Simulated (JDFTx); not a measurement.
Runs of JDFTx 1.7.0 (patched build) on Fe. Symmetry: Im-3m, No. 229, cubic system. Conventional cell: a = 2.886 Å, b = 2.886 Å, c = 2.886 Å, α = 90.00°, β = 90.00°, γ = 90.00°. Around Fe (site symmetry m-3m) lie 8 Fe at 2.50 Å. 

```tsv
task	level	potentials or basis	cell	k mesh	cutoff (eV)	further solve for the empty bands	mesh quality	gap on the mesh (eV)	pressure (GPa)	moment (μB)	relaxed volume (Å³/atom)
relaxation of cell and atoms	PBE	SPMS-PBE-1.0 with smoothed tails	relaxed	8 × 8 × 8	1361	no	coarse	none	0.0	2.36	11.62
single point	PBEsol	PseudoDojo-SR-PBEsol-0.4.1-standard with smoothed tails	as given	13 × 13 × 13	1225	yes	not flagged	none	(b)	2.38	-
relaxation of cell and atoms	PBE	PseudoDojo-SR-PBE-0.5-standard with smoothed tails	relaxed	8 × 8 × 8	1225	no	coarse	none	0.0	2.38	11.59
relaxation of cell and atoms	PBE	PseudoDojo-SR-PBE-0.5-stringent with smoothed tails	relaxed	8 × 8 × 8	1605	no	coarse	none	0.0	(a)	11.55
single point	PBEsol	PseudoDojo-SR-PBEsol-0.4.1-standard with smoothed tails	cell strained at random at fixed volume	13 × 13 × 13	1225	yes	not flagged	none	-15.2	2.40	-
```

Alike in all rows: spin collinear, ferromagnetic start; smearing fermi-dirac 0.05 eV.

Task: Fill in the values left out.

Result: (a) 2.35; (b) -15.6.

Caveats: some runs use coarse meshes; so large a pressure means that the cell lies far from this level's equilibrium, or that cutoff or potentials fall short (some runs).

A gap of «none» marks a metal or a gap under the smearing width.
